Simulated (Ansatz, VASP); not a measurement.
**Two plane-wave programs on CdF2**

```
Cd F
1.0
     0.00000    2.69400    2.69400
     2.69400    0.00000    2.69400
     2.69400    2.69400    0.00000
Cd F
1 2
Direct
  0.96785 0.96785 0.96785
  0.25000 0.25000 0.25000
  0.75000 0.75000 0.75000
```

Change from the starting cell: all Cd atoms moved -0.300 Å, as atom 1 along Cartesian [1 1 1].

Alike in both runs: task single point; functional LDA; k mesh 8 × 8 × 8; occupations gaussian, width 0.05 eV; no spin polarisation.

|  | VASP | Ansatz |
| --- | --- | --- |
| version | VASP 6.6.1 | Ansatz 0.2.0 |
| potentials or method | VASP PAW LDA potentials, release 64 (Cd, F) | scalar-relativistic, plane waves, PAW |
| plane-wave cutoff (eV) | 520 | 420 |
| valence electrons in the cell | 26 | 34 |

```csv
,VASP,Ansatz,Ansatz less VASP
gap on the k mesh at the Fermi level (eV),2.83,2.85,+0.028
least direct gap on the mesh (eV),3.33,3.34,+0.015
pressure (GPa),0.9,-0.4,-1.23
largest component of the traceless stress (GPa),3.88,3.54,-0.339
rms of the force components (eV/Å),1.006,0.899,-0.1071
```

Atom by atom the forces differ by 0.107 eV/Å (rms over components). The two sets of potentials don't hold the same shells in valence.

Caveats: forces of over 1 eV/Å show positions far from the minimum, so gaps and moduli don't describe the material at rest. A k mesh can miss the band edges.
